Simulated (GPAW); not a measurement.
# Local fields in the dielectric function of CuCl (Nantokite)

Aim: the dielectric function of CuCl (Nantokite), with and without local fields.

Program: GPAW 26.7.0. Level of theory: PBE and many-body steps on it, plane waves. Results are calculated unless marked as measured.

Report form: the programs' logs are mostly left out.

The database entry behind the starting cell differs from later determinations by our own check (0.1 to 0.3 % short, probably kX units), so it need not match the best structure at ambient conditions.

### 1. The starting structure

It takes space group F-43m (No. 216, cubic). The conventional cell has a = 5.406 Å, b = 5.406 Å, c = 5.406 Å, α = 90.00°, β = 90.00°, γ = 90.00°. Nearest to Cu lie 4 Cl at 2.34 Å. Cl has 4 Cu at 2.34 Å nearest. Farther neighbours and most contacts between anions are not listed.

As a file:

```
Cu Cl
1.0
     0.00000    2.70285    2.70285
     2.70285    0.00000    2.70285
     2.70285    2.70285    0.00000
Cu Cl
1 1
Direct
  0.00000 0.00000 0.00000
  0.25000 0.25000 0.25000
```

The cell and positions come from the Crystallography Open Database and are kept as given unless a step says otherwise.

### 2. Empty states on the mesh, 10×10×10 mesh, 52 bands

This step: GPAW 26.7.0; DFT, PBE, plane waves, PAW.

The sums over transitions need many empty states on a uniform mesh; this step solves for them.

Input file run.py:

```python
import json
import numpy as np
from gpaw.mpi import world
from gpaw import GPAW

calc = GPAW('gs.gpw').fixed_density(kpts={'size': (10, 10, 10), 'gamma': True},
    nbands=60,
    convergence={'bands': 52},
    txt='nscf.txt')
calc.write('full.gpw', mode='all')
res = {}
kpts = calc.get_ibz_k_points()
res['kpts'] = kpts
res['eigenvalues'] = [calc.get_eigenvalues(kpt=k) for k in range(len(kpts))]
res['n_electrons'] = calc.get_number_of_electrons()

if world.rank == 0:
    with open('result.json', 'w') as f:
        json.dump(res, f, default=lambda x: x.tolist())
```

Run with:

```console
$ mpirun -n 4 gpaw python run.py
```

It took 27 s on 4 MPI ranks of Arm Neoverse V1, shared host; peak memory 0.75 GiB; 1.8 min of CPU time.

This step gave:

```
gap                                                           : 0.5426 eV
k of the valence top                                          : 0, 0, 0
k of the conduction bottom                                    : 0, 0, 0
least direct gap                                              : 0.5426 eV
k points computed                                             : 47
lowest point of the top converged band, above the valence top : 49.81 eV
```

On this mesh the gap is 0.543 eV.

### 3. RPA response

The response function is computed on a frequency grid, with local fields up to the given cutoff.

This step: linear response, RPA, on PBE, plane waves, PAW.

Input file run.py:

```python
import json
import numpy as np
from gpaw.mpi import world
from gpaw.response.df import DielectricFunction

df = DielectricFunction('full.gpw',
    ecut=50,
    nbands=52,
    eta=0.2,
    frequencies={'type': 'nonlinear', 'domega0': 0.05, 'omega2': 10.0},
    intraband=False,
    txt='df.txt')
res = {'optical': {}, 'eels': []}
for d in 'x':
    y0, y = df.get_dielectric_function(direction=d, xc='RPA', filename=None)
    res['optical'][d] = [y0.real, y0.imag, y.real, y.imag]
res['w'] = df.get_frequencies()
for q_c in [[0.1, 0, 0], [0.2, 0, 0], [0.5, 0, 0], [0.8, 0, 0], [1.2, 0, 0]]:
    res['eels'].append(df.get_eels_spectrum(q_c=q_c, xc='RPA', filename=None))

if world.rank == 0:
    with open('result.json', 'w') as f:
        json.dump(res, f, default=lambda x: x.tolist())
```

Run with:

```console
$ mpirun -n 4 gpaw python run.py
```

It took 35 s on 4 MPI ranks; peak memory 1.1 GiB.

This step gave:

* ε at zero frequency: 5.405
* the same without local fields: 5.787

The static value is 5.41.

The ε₂ has structure finer than the step of the table below, so its rows give means over 1 eV, whole bins alone (the curve runs from 0 to 39.8 eV). Peaks (eV: height): xx, no local fields 6.2: 4.47, 8.6: 5.26, 12.0: 3.56; xx, local fields 6.0: 3.76, 8.8: 4.50, 12.4: 2.41.

RPA, broadening 0.2 eV. ε₂ against photon energy; means over each step:

```
photon energy (eV)  xx, no local fields  xx, local fields
                 1                0.973              1.01
                 2                0.975              1.02
                 3                 1.21              1.24
                 4                 1.72              1.70
                 5                 2.67              2.41
                 6                 4.04              3.45
                 7                 4.23              3.38
                 8                 5.08              4.18
                 9                 4.66              3.99
                10                 3.62              2.59
                11                 2.96              2.00
                12                 3.10              2.11
                13                 2.01              2.00
                14                 1.35              1.37
                15                 1.09             0.968
                16                0.982             0.822
                17                0.914             0.729
                18                0.849             0.706
                19                0.727             0.646
                20                0.606             0.670
                21                0.431             0.594
                22                0.356             0.501
                23                0.300             0.489
                24                0.213             0.441
                25                0.173             0.359
                26                0.180             0.305
                27                0.156             0.275
                28                0.130             0.333
                29                0.133             0.303
                30                0.138             0.310
                31                0.118             0.266
                32                0.104             0.210
                33                0.120             0.199
                34                0.119             0.174
                35               0.0950             0.138
                36               0.0728             0.103
                37               0.0707            0.0861
                38               0.0735            0.0843
                39               0.0650            0.0796
```

The loss function, xx has structure finer than the step of the table below, so its rows give means over 2 eV, whole bins alone (the curve runs from 0 to 39.8 eV). Peaks (eV: height): 16.2: 1.16, 21.0: 1.16, 23.6: 1.07, 30.4: 0.685.

Optical limit, local fields. Table of loss function, xx by energy loss; means over each step:

```
energy loss (eV)  loss function, xx
               2             0.0518
               4             0.0756
               6              0.134
               8              0.185
              10              0.383
              12              0.462
              14              0.741
              16               1.12
              18               1.07
              20              0.999
              22               1.05
              24               1.01
              26              0.759
              28              0.610
              30              0.625
              32              0.517
              34              0.396
              36              0.229
              38              0.156
```

The -Im 1/eps(q) has structure finer than the step of the table below, so its rows give means over 1 eV, whole bins alone (the curve runs from 0 to 39.8 eV). Peaks (eV: height): q = 0.201 1/A 16.4: 1.09, 21.0: 1.11, 23.8: 1.04; q = 0.403 1/A 16.4: 1.04, 21.0: 1.08, 23.8: 1.07; q = 1.007 1/A 16.4: 0.631, 24.0: 0.979; q = 1.611 1/A 24.4: 0.670, 30.4: 0.706; q = 2.416 1/A 31.4: 0.450, 38.8: 0.399.

RPA, local fields; q along the first reciprocal vector. Table of -Im 1/eps(q) by energy loss; means over each step:

```
energy loss (eV)  q = 0.201 1/A  q = 0.403 1/A  q = 1.007 1/A  q = 1.611 1/A  q = 2.416 1/A
               1         0.0260         0.0106        0.00159        0.00299        0.00201
               2         0.0416         0.0322        0.00555        0.00922        0.00729
               3         0.0491         0.0409         0.0154         0.0151         0.0122
               4         0.0657         0.0584         0.0347         0.0321         0.0226
               5         0.0882         0.0834         0.0644         0.0527         0.0349
               6          0.123          0.114         0.0835         0.0737         0.0471
               7          0.152          0.139         0.0923         0.0772         0.0536
               8          0.175          0.165          0.115         0.0820         0.0588
               9          0.242          0.246          0.197          0.135         0.0833
              10          0.369          0.343          0.233          0.138         0.0927
              11          0.462          0.435          0.253          0.136         0.0854
              12          0.411          0.392          0.288          0.183          0.104
              13          0.470          0.449          0.326          0.206          0.120
              14          0.658          0.611          0.437          0.243          0.137
              15          0.923          0.842          0.505          0.250          0.116
              16           1.04          0.960          0.582          0.244          0.116
              17           1.04          0.950          0.545          0.259          0.125
              18          0.964          0.865          0.452          0.230          0.125
              19          0.935          0.835          0.501          0.246          0.126
              20          0.948          0.918          0.640          0.275          0.129
              21           1.08           1.06          0.756          0.337          0.136
              22           1.03           1.02          0.846          0.431          0.166
              23          0.940          0.934          0.789          0.448          0.185
              24           1.01           1.04          0.943          0.616          0.233
              25          0.957          0.998          0.945          0.623          0.253
              26          0.770          0.826          0.815          0.602          0.245
              27          0.647          0.703          0.776          0.605          0.272
              28          0.632          0.667          0.751          0.659          0.304
              29          0.641          0.653          0.668          0.639          0.332
              30          0.646          0.639          0.666          0.688          0.363
              31          0.633          0.610          0.642          0.689          0.415
              32          0.527          0.516          0.553          0.598          0.401
              33          0.488          0.468          0.486          0.584          0.362
              34          0.478          0.471          0.494          0.570          0.375
              35          0.417          0.437          0.494          0.542          0.385
              36          0.296          0.316          0.393          0.449          0.363
              37          0.236          0.253          0.315          0.399          0.346
              38          0.220          0.237          0.314          0.399          0.361
              39          0.205          0.217          0.285          0.386          0.384
```

### 4. ALDA response

This step: linear response, ALDA, on PBE, plane waves, PAW.

Changes to run.py since step 3:

```diff
@@ -14,7 +14,7 @@
 for d in 'x':
-    y0, y = df.get_dielectric_function(direction=d, xc='RPA', filename=None)
+    y0, y = df.get_dielectric_function(direction=d, xc='ALDA', filename=None)
     res['optical'][d] = [y0.real, y0.imag, y.real, y.imag]
 res['w'] = df.get_frequencies()
-for q_c in [[0.1, 0, 0], [0.2, 0, 0], [0.5, 0, 0], [0.8, 0, 0], [1.2, 0, 0]]:
-    res['eels'].append(df.get_eels_spectrum(q_c=q_c, xc='RPA', filename=None))
+for q_c in [[0.5, 0, 0]]:
+    res['eels'].append(df.get_eels_spectrum(q_c=q_c, xc='ALDA', filename=None))
```

Run with:

```console
$ mpirun -n 4 gpaw python run.py
```

It took 11 s on 4 MPI ranks; peak memory 1.1 GiB; 43 s of CPU time.

Numbers from this step:

```yaml
eps_at_zero_frequency: 5.522
the_same_without_local_fields: 5.787
```

The static value is 5.52.

### 5. RPA response, local-field cutoff (10×10×10 mesh, 52 bands, screening to 5 eV, broadening 0.2 eV)

This step: linear response, RPA, on PBE, plane waves, PAW.

Changes to run.py since step 4:

```diff
@@ -6,3 +6,3 @@
 df = DielectricFunction('full.gpw',
-    ecut=50,
+    ecut=5,
     nbands=52,
@@ -14,3 +14,3 @@
 for d in 'x':
-    y0, y = df.get_dielectric_function(direction=d, xc='ALDA', filename=None)
+    y0, y = df.get_dielectric_function(direction=d, xc='RPA', filename=None)
     res['optical'][d] = [y0.real, y0.imag, y.real, y.imag]
@@ -18,3 +18,3 @@
 for q_c in [[0.5, 0, 0]]:
-    res['eels'].append(df.get_eels_spectrum(q_c=q_c, xc='ALDA', filename=None))
+    res['eels'].append(df.get_eels_spectrum(q_c=q_c, xc='RPA', filename=None))
```

Run with:

```console
$ mpirun -n 4 gpaw python run.py
```

Wall time 9.9 s (4 MPI ranks); peak memory 1 GiB.

Numbers from this step:

| Item | Value |
| --- | --- |
| ε at zero frequency | 5.787 |
| the same without local fields | 5.787 |

The static value is 5.79.

### 6. RPA response, fewer bands (10×10×10 mesh, 11 bands, screening to 50 eV, broadening 0.2 eV)

Changes to run.py since step 5:

```diff
@@ -6,4 +6,4 @@
 df = DielectricFunction('full.gpw',
-    ecut=5,
-    nbands=52,
+    ecut=50,
+    nbands=11,
     eta=0.2,
@@ -17,3 +17,3 @@
 res['w'] = df.get_frequencies()
-for q_c in [[0.5, 0, 0]]:
+for q_c in []:
     res['eels'].append(df.get_eels_spectrum(q_c=q_c, xc='RPA', filename=None))
```

Run with:

```console
$ mpirun -n 4 gpaw python run.py
```

Wall time 4.3 s (4 MPI ranks); peak memory 1 GiB.

This step gave:

* ε at zero frequency: 4.591
* the same without local fields: 4.661

### 7. RPA response, scissors (10×10×10 mesh, 52 bands, screening to 50 eV, broadening 0.2 eV)

Changes to run.py since step 6:

```diff
@@ -7,3 +7,3 @@
     ecut=50,
-    nbands=11,
+    nbands=52,
     eta=0.2,
@@ -11,2 +11,3 @@
     intraband=False,
+    eshift=1.5,
     txt='df.txt')
```

Run with:

```console
$ mpirun -n 4 gpaw python run.py
```

The job ended after 7.1 s (4 MPI ranks; peak memory 1 GiB; 28 s of CPU time).

This step gave:

* ε at zero frequency: 4.078
* the same without local fields: 4.409

The static value is 4.08.

### 8. RPA response, q off the mesh (10×10×10 mesh, 52 bands, screening to 30 eV, broadening 0.2 eV)

Changes to run.py since step 7:

```diff
@@ -6,3 +6,3 @@
 df = DielectricFunction('full.gpw',
-    ecut=50,
+    ecut=30,
     nbands=52,
@@ -11,3 +11,2 @@
     intraband=False,
-    eshift=1.5,
     txt='df.txt')
@@ -18,3 +17,3 @@
 res['w'] = df.get_frequencies()
-for q_c in []:
+for q_c in [[0.137, 0, 0]]:
     res['eels'].append(df.get_eels_spectrum(q_c=q_c, xc='RPA', filename=None))
```

Run with:

```console
$ mpirun -n 4 gpaw python run.py
```

The job ended after 17 s (4 MPI ranks; peak memory 1 GiB).

The run stopped with an error after 17 s.

The program's words: ValueError: Requested k-point is not on the grid. Please check that your q-points of interest are commensurate with the k-point grid.

The fault put into this input: q off the mesh.

### 9. The runs together

Times are wall times on 4 MPI ranks of Arm Neoverse V1, shared host, good to a factor of about two.

```
                                                                                             run  ε(0)  without local fields   time
                                                                                    RPA response  5.41                  5.79   35 s
                                                                                   ALDA response  5.52                  5.79   11 s
RPA response, local-field cutoff (10×10×10 mesh, 52 bands, screening to 5 eV, broadening 0.2 eV)  5.79                  5.79  9.9 s
      RPA response, fewer bands (10×10×10 mesh, 11 bands, screening to 50 eV, broadening 0.2 eV)  4.59                  4.66  4.3 s
         RPA response, scissors (10×10×10 mesh, 52 bands, screening to 50 eV, broadening 0.2 eV)  4.08                  4.41  7.1 s
```

### 10. What came out

```
RPA response                                                                                     : ε(0) 5.41
ALDA response                                                                                    : ε(0) 5.52
RPA response, local-field cutoff (10×10×10 mesh, 52 bands, screening to 5 eV, broadening 0.2 eV) : ε(0) 5.79
RPA response, fewer bands (10×10×10 mesh, 11 bands, screening to 50 eV, broadening 0.2 eV)       : ε(0) 4.59
RPA response, scissors (10×10×10 mesh, 52 bands, screening to 50 eV, broadening 0.2 eV)          : ε(0) 4.08
```

In words: In the optical limit the electronic ε(0) is 5.41, against 5.79 without local fields. ALDA response: ε(0) = 5.52. RPA response, local-field cutoff (10×10×10 mesh, 52 bands, screening to 5 eV, broadening 0.2 eV): ε(0) = 5.79. RPA response, fewer bands (10×10×10 mesh, 11 bands, screening to 50 eV, broadening 0.2 eV): ε(0) = 4.59. RPA response, scissors (10×10×10 mesh, 52 bands, screening to 50 eV, broadening 0.2 eV): ε(0) = 4.08. ε(0) converges slowly with a Γ-centred mesh, and this one is not shown settled. Unless a shift is named, the levels are those of the density functional, and only a kernel with a long-range part can bind an exciton.

[Paths, hosts, dates, memory and timing lines, banners, echoed tables and standing remarks are left out of the program output.]

[Logs are printed without paths, hosts, clocks, repeated set-up lines and the standing remarks that a program may print on its own settings, such as how far it seeks lower states.]

[Runs of the session that timed out or met a known fault of the program may be left out.]

[Hosts, paths, dates, database ids (printed as entryN), source tags and the programs' standing remarks are cut or masked in the printed files.]
